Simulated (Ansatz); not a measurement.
# BaTiO3 (Barioperovskite): independent-particle optics

How does BaTiO3 (Barioperovskite) absorb light if electrons and holes don't interact? Plan: HSE06 for the gap; optics with PBE on 6×6×6; optics with r2SCAN on 6×6×6; optics with PBE and scissors to the HSE06 gap on 6×6×6.

Computed with Ansatz 0.2.0 (plane waves, PAW; no local fields, no excitons, unless a step's input says otherwise).

2 further runs of the same task are left out: 2 that didn't finish.

**1. The system as given**

It takes space group Amm2 (No. 38, orthorhombic). The conventional cell has a = 3.964 Å, b = 5.716 Å, c = 5.748 Å, α = 90.00°, β = 90.00°, γ = 90.00°. Ba (site symmetry mm2) is surrounded by 12 O at 2.77 to 2.98 Å. Ti (site symmetry mm2) has 6 O at 1.85 to 2.21 Å as nearest neighbours. O (site symmetry mm2) has 2 Ti at 1.99 Å and 4 Ba at 2.77 to 2.98 Å as nearest neighbours. O (site symmetry m) is surrounded by 2 Ti at 1.85 to 2.21 Å.

Coordinates:

```
Ba Ti O
1.0
     3.96391    0.00000    0.00000
     0.00000    2.85780    2.87401
     0.00000   -2.85780    2.87401
Ba Ti O
1 1 3
Direct
  0.00000 0.00834 0.00834
  0.50000 0.52389 0.52389
  0.00000 0.49023 0.49023
  0.50000 0.49418 0.98024
  0.50000 0.98024 0.49418
```

The cell was relaxed beforehand with r2SCAN; those runs aren't shown. No spin polarisation is used; should the compound be magnetic, its bands and low-energy spectrum would differ. No run includes spin-orbit coupling, which matters for Ba.

**2. The gap to aim at**

input.yaml reads:

```yaml
crystal:
  lattice:
    - [3.9639119613, 0.0, 0.0]
    - [0.0, 2.8578041302, 2.8740130838]
    - [0.0, -2.8578041302, 2.8740130838]
  atoms:
    - { symbol: Ba, position: [0.0, 0.0083355545, 0.0083355545] }
    - { symbol: Ti, position: [0.5, 0.5238905359, 0.5238905359] }
    - { symbol: O, position: [0.0, 0.4902347299, 0.4902347299] }
    - { symbol: O, position: [0.5, 0.4941788742, 0.9802403056] }
    - { symbol: O, position: [0.5, 0.9802403056, 0.4941788742] }
kpoints:
  mp_grid: { grid: [4, 4, 4] }
  band_path:
    path:
      - [0.0, 0.0, 0.0]
      - [0.0, 0.5, 0.5]
      - [0.0, 0.5028119645, 0.4971880355]
      - [0.0, 0.4971880355, -0.4971880355]
      - [0.5, 0.0, 0.0]
      - [0.5, 0.4971880355, -0.4971880355]
      - [0.5, 0.5028119645, 0.4971880355]
      - [0.5, 0.5, 0.5]
      - [0.0, 0.5, 0.0]
    npoints: 1
hamiltonian:
  xc: hse06
  pseudopotentials: { azcp: { folder: soft_1 } }
scf:
  occupations: { method: fixed }
  n_extra_bands: 5
output:
  forces: true
  stress: true
  eigenvalues: true
```

Run with:

```
> ansatz run input.yaml --threads 4 --pin off --max-ram 5529MiB --backend cpu --events-out ev --progress --plain --runs-dir out
```

The runs that follow: Optics, PBE; Optics, r2SCAN; Optics, PBE with a scissors shift.

Q: Predict the results of all the runs planned. Wanted: ε∞, PBE; ε∞, r2SCAN; tallest peak of ε₂, PBE; tallest peak of ε₂, r2SCAN; HSE06 direct gap.

As calculated:

| quantity | value |
| --- | --- |
| ε∞, PBE | 6.28, 6.22, 5.80 (xx, yy, zz) |
| ε∞, r2SCAN | 5.61, 5.59, 5.24 (xx, yy, zz) |
| ε∞, PBE + 1.47 eV scissors | 5.27, 5.26, 4.96 (xx, yy, zz) |
| tallest peak of ε₂, PBE | 10.8 at 4.35 eV |
| tallest peak of ε₂, r2SCAN | 9.9 at 4.70 eV |
| tallest peak of ε₂, PBE + 1.47 eV scissors | 10.7 at 5.80 eV |
| HSE06 direct gap | 4.18 eV |

In words: From PBE to PBE + 1.47 eV scissors the direct gap grows from 2.71 to 4.18 eV, and ε∞ goes from 6.10 to 5.16 (mean of the axes): a wider gap screens less. The response is anisotropic: with PBE ε∞ is 6.28, 6.22, 5.80 (xx, yy, zz). Local fields and excitons are left out: both change ε∞, and without excitons the onset lacks its lines.
